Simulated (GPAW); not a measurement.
The system is SnSe.

```
Sn Se
1.0
     0.00000    3.01000    3.01000
     3.01000    0.00000    3.01000
     3.01000    3.01000    0.00000
Sn Se
1 1
Direct
  0.00000 0.00000 0.00000
  0.50000 0.50000 0.50000
```

Measurements of this composition are mostly on another form, of space group No. 62.

* Program: GPAW 26.7.0
* Task: relaxation of cell and atoms
* Functional: BLYP
* Dispersion: D4
* Potentials or basis: PAW data sets generated in the run's folder for this functional
* Cutoff: 600 eV
* Basis: pw
* k mesh: 8 × 8 × 8
* Occupations: fermi-dirac, width 0.05 eV
* Spin: no spin polarisation

At the start: pressure 0.6 GPa; volume 27.27 Å³/atom.

Question: Where does the relaxation end?

Answer: Over 9 steps the energy falls by 36.8 meV/atom and the volume is 29.67 Å³/atom (+8.8 %); space group Fm-3m (No. 225, to 0.05 Å).

The path:
| step | energy change (eV) | largest force (eV/Å) | pressure (GPa) | volume (Å³) |
| --- | --- | --- | --- | --- |
| 1 | 0.0000 | 0.0000 | 0.57 | 54.54 |
| 2 | -0.0004 | 0.0000 | 0.50 | 54.65 |
| 3 | -0.0025 | 0.0000 | 0.40 | 55.56 |
| 4 | -0.0711 | 0.0000 | -1.68 | 59.77 |
| 5 | -0.0061 | 0.0000 | 1.35 | 56.30 |
| 6 | -0.0390 | 0.0000 | 5.64 | 57.77 |
| 7 | -0.0714 | 0.0000 | -1.58 | 59.74 |
| 8 | -0.0735 | 0.0000 | 0.21 | 59.29 |
| 9 | -0.0735 | 0.0000 | -0.03 | 59.34 |

Final structure:
```cif
data_structure
_symmetry_space_group_name_H-M 'P 1'
_symmetry_Int_Tables_number 1
_cell_length_a 4.3781
_cell_length_b 4.3781
_cell_length_c 4.3781
_cell_angle_alpha 60.000
_cell_angle_beta 60.000
_cell_angle_gamma 60.000
_cell_volume 59.34
loop_
_atom_site_label
_atom_site_type_symbol
_atom_site_fract_x
_atom_site_fract_y
_atom_site_fract_z
_atom_site_occupancy
Sn1 Sn 0.00000 0.00000 0.00000 1
Se1 Se 0.50000 0.50000 0.50000 1
```

Caveat: later steps reuse the first step's grids.
